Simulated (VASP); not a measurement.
A run of VASP 6.6.1:

The input INCAR:

```
SYSTEM = Al
PREC = Accurate
ENCUT = 600
EDIFF = 1E-6
ISMEAR = 0
SIGMA = 0.1
LREAL = .FALSE.
LASPH = .TRUE.
NELM = 100
ALGO = Fast
ISIF = 3
LWAVE = .FALSE.
LCHARG = .FALSE.
GGA = PE
IBRION = 2
NSW = 90
EDIFFG = -0.04
```

KPOINTS

```
Automatic mesh
0
G
  6 6 6
  0 0 0
```

POSCAR

```
Al
1.0
    3.4870451354     -1.9528309263      0.0000000000
    3.4870451354      1.9528309263      0.0000000000
   -0.1074337021      0.0000000000      3.2591242688
Al
3
Direct
    0.6760000000      0.6760000000      0.6750000000
    0.3240000000      0.3240000000      0.3250000000
    0.0000000000      0.0000000000      0.0000000000
```

Potentials or basis: VASP PAW PBE potentials, release 64 (Al).

Launch:

```bash
$ cat potpaw_PBE.64/Al/POTCAR > POTCAR
$ mpirun -np 1 vasp_std > vasp.out
```

Hardware: 1 thread of Intel(R) Xeon(R) Platinum 8488C (Sapphire Rapids), on a shared host.

**Question.** Estimate the wall time of this run.

**Answer.** Run time: 5.3 min on 1 thread of Intel(R) Xeon(R) Platinum 8488C (Sapphire Rapids), on a shared host, peak memory 0.18 GiB. Counts: scf iterations 204, k points 68, ion steps 29.
